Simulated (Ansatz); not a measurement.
Results of r²SCANh in Ansatz (PAW) for α-phase Li3N.

Run with plane-wave cutoff 520 eV, 9×9×8 k mesh (along the axes of the cell as run), Fermi–Dirac smearing 0.01 eV, scalar-relativistic PAW data made under PBE.

Computed at the level's own relaxed cell.

```
CELL_PARAMETERS angstrom
      1.79971    -3.11719     0.00000
      1.79971     3.11719     0.00000
      0.00000     0.00000     3.84824
ATOMIC_POSITIONS crystal
  Li 0.33333 0.66667 0.00000
  Li 0.66667 0.33333 0.00000
  Li 0.00000 0.00000 0.50000
  N  0.00000 0.00000 0.00000
```

### Question
List the 5 lowest band energies at Γ above −25 eV (eV, relative to the valence band maximum), grouping those that round alike.

### Answer
At Γ: -12.70, -1.66, -0.21 (×2), 2.08.

Note: the run warned that its exchange threshold was loose for the stress.

Ansatz is a program for electronic structure.
